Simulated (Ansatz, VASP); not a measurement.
## Zn in VASP and in Ansatz

POSCAR

```
Zn
1.0
    2.2681701736     -1.3084870100      0.0000000000
    2.2681701736      1.3084870100      0.0000000000
   -1.5917165425      0.0000000000      7.3004081919
Zn
3
Direct
    0.0000000000      0.0000000000      0.0000000000
    0.2219821400      0.2219821400      0.6654950200
    0.7780178600      0.7780178600      0.3345049800
```

INCAR.step1

```
ALGO = Normal
EDIFF = 1E-4
ENCUT = 520
GGA = PE
ISMEAR = 0
LASPH = True
LCHARG = False
LREAL = False
LWAVE = True
NBANDS = 25
NELM = 100
PREC = Accurate
SIGMA = 0.1
```

The input INCAR.step2:

```
ALGO = Normal
EDIFF = 1E-6
ENCUT = 520
ISIF = 2
ISMEAR = 0
ISTART = 1
LASPH = True
LCHARG = False
LMIXTAU = True
LREAL = False
LWAVE = False
METAGGA = R2SCAN
NBANDS = 25
NELM = 100
PREC = Accurate
SIGMA = 0.1
```

KPOINTS

```
k-points
0
Gamma
  8 8 4
```

Input for Ansatz:

```yaml
crystal:
  lattice:
    - [2.2681701736, -1.30848701, 0.0]
    - [2.2681701736, 1.30848701, 0.0]
    - [-1.5917165425, 0.0, 7.3004081919]
  atoms:
    - { symbol: Zn, position: [0.0, 0.0, 0.0] }
    - { symbol: Zn, position: [0.22198214, 0.22198214, 0.66549502] }
    - { symbol: Zn, position: [0.77801786, 0.77801786, 0.33450498] }
basis:
  ecutwfc: 500
kpoints:
  mp_grid: { grid: [8, 8, 4] }
hamiltonian:
  xc: r2scan
scf:
  occupations: { method: gaussian, width: 0.1 }
output:
  forces: true
  stress: true
  eigenvalues: true
```

This isn't the form of Zn at room conditions, which is hcp.

Alike in both runs: task single point; functional r2SCAN; k mesh 8 × 8 × 4; occupations gaussian, width 0.1 eV; no spin polarisation.

|  | VASP | Ansatz |
| --- | --- | --- |
| version | VASP 6.6.1 | Ansatz 0.2.0 |
| potentials or method | VASP PAW PBE potentials, release 64 (Zn) | scalar-relativistic, plane waves, PAW |
| plane-wave cutoff (eV) | 520 | 500 |
| valence electrons in the cell | 36 | 36 |

```tsv
	VASP	Ansatz	Ansatz less VASP
gap on the k mesh at the Fermi level (eV)	none	none	-
pressure (GPa)	0.2	-0.1	-0.40
largest component of the traceless stress (GPa)	3.16	3.00	-0.159
rms of the force components (eV/Å)	0.014	0.009	-0.0053
```

Atom by atom the forces differ by 0.007 eV/Å (rms over components). A gap of «none» marks a metal or a gap that the smearing closes.

Caveats: the PAW data sets were made with another functional, which shifts forces and pressure a little (VASP).
